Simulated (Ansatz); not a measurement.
# Vibrational response of TaN

Theory: DFT PBE, scalar-relativistic, plane waves, PAW in Ansatz 0.2.0. Plane waves to 420 eV; Γ-centred k mesh 21×21×20; Fermi-Dirac smearing of 0.15 eV. No spin polarisation. Phonons by linear response, acoustic sum rule imposed.

Relaxed structure:
```
CELL_PARAMETERS angstrom
2.95046 0.00000 0.00000
-1.47523 2.55517 0.00000
0.00000 0.00000 2.89737
ATOMIC_POSITIONS crystal
Ta 0.33333 0.66667 0.50000
N 0.00000 0.00000 0.00000
```

It comes from a database structure that was distorted and then relaxed. In a metal, frequencies depend on the k mesh and the smearing, soft modes most. Spin–orbit coupling is left out, which matters for heavy elements.

Optical modes at Γ:
```csv
frequency (cm⁻¹),degeneracy
511,2
530,1
```

All 3 optical modes at Γ are real: no displacement of atoms at fixed cell lowers the energy to second order. Strains and modes at other wave vectors aren't tested by this run.
